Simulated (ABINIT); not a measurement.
The system is Ge.

```
Ge
1.0
     0.00000    2.82891    2.82891
     2.82891    0.00000    2.82891
     2.82891    2.82891    0.00000
Ge
2
Direct
  0.75000 0.75000 0.75000
  0.50000 0.50000 0.50000
```

Base run:

| Item | Value |
| --- | --- |
| Program | ABINIT 10.8.3 (patched build) |
| Functional | B3LYP |
| Potentials or basis | SPMS NC PBE v1.0 |
| Cutoff | 707 eV |
| k mesh | 6 × 6 × 6 |
| Occupations | fermi-dirac, width 0.05 eV |
| Spin | no spin polarisation |

Its results: band gap on the k mesh 1.15 eV, direct.

Task: The run is repeated on the same cell with these changes: functional from B3LYP to PBE0; occupations from fermi-dirac, width 0.05 eV to fixed. What comes out?

Result: Band gap on the k mesh 1.65 eV, direct.

Caveats: exact exchange is summed on a coarse mesh, which widens gaps by tenths of an eV.

A k mesh can miss the band edges.
